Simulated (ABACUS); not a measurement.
Crystal: W.

```
W
1.0
    -1.58234    1.58234    1.58234
     1.58234   -1.58234    1.58234
     1.58234    1.58234   -1.58234
W
1
Direct
  0.00000 0.00000 0.00000
```

Base run:

* Program: ABACUS 3.10.1
* Functional: TPSS
* Potentials or basis: SG15 ONCV 1.2 PBE
* Cutoff: 1170 eV
* Density cutoff: 4680 eV
* Basis: plane waves
* k mesh: 8 × 8 × 8
* Occupations: fermi-dirac, width 0.05 eV
* Spin: no spin polarisation

Its results: band gap on the k mesh none (metal or under the smearing width); pressure 1.3 GPa.

Problem. The run is repeated on the same cell with these changes: functional from TPSS to rSCAN. What comes out?

Solution. Band gap on the k mesh none (metal or under the smearing width); pressure -11.8 GPa.

Caveats: the potentials were made for another functional, which shifts forces and pressure.

Not every run made on this cell is shown here.
